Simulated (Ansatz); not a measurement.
## What moves the field gradients of Ag?

Cell of run 1: an entry of the Crystallography Open Database (COD), whose atoms a relaxation with PBE at fixed cell left in place.

```cif
data_structure
_symmetry_space_group_name_H-M 'P 1'
_symmetry_Int_Tables_number 1
_cell_length_a 2.9300
_cell_length_b 2.9300
_cell_length_c 4.7900
_cell_angle_alpha 90.000
_cell_angle_beta 90.000
_cell_angle_gamma 120.000
_cell_volume 35.61
loop_
_atom_site_label
_atom_site_type_symbol
_atom_site_fract_x
_atom_site_fract_y
_atom_site_fract_z
_atom_site_occupancy
Ag1 Ag 0.33333 0.66667 0.25000 1
Ag2 Ag 0.66667 0.33333 0.75000 1
```

Sites (sets of like atoms) are named by element and the number of their first atom in this list.

All runs are DFT with Ansatz 0.2.0 (plane waves and PAW, scalar-relativistic unless spin–orbit coupling is named, Γ-centred meshes, Fermi–Dirac smearing where given) in this cell.

Run 1: PBE, atoms relaxed; 420 eV, 18×18×10 k-points, smearing 0.05 eV.
Run 2: r2SCAN, at the relaxed atoms; 500 eV, 18×18×10 k-points, smearing 0.05 eV.
Run 3: PBE with spin–orbit coupling, at the relaxed atoms; 420 eV, 18×18×10 k-points, smearing 0.05 eV.
Run 4: LDA, at the relaxed atoms; 420 eV, 18×18×10 k-points, smearing 0.05 eV.
Run 5: PBEsol, at the relaxed atoms; 420 eV, 18×18×10 k-points, smearing 0.05 eV.

Task: What does each run give, and what moves the gradients most?

Result: 

| run | Ag V_zz (η) |
| --- | --- |
| 1 | 0.094 (0.00) |
| 2 | 0.11 (0.00) |
| 3 | 0.093 (0.00) |
| 4 | 0.10 (0.00) |
| 5 | 0.095 (0.00) |

V_zz in 10²¹ V/m². Against run 1, the gradient tensors on these sites move by at most 0.01 in run 2, 0.00 in run 3, 0.01 in run 4, 0.00 in run 5. Taken one at a time, the functional (between the two that differ most) moves the tensors on these sites by up to 0.01 (largest principal value of the change, on Ag), spin–orbit coupling by 0.00.

In runs 1, 2, 3, 4, 5 there is no gap above 0.1 eV, so the gradients can move by 10 % or more with the k-mesh. The cell isn't the equilibrium one in runs 4, 5 (calculated pressure -11, -6 GPa), and the entry's cell may itself be off.
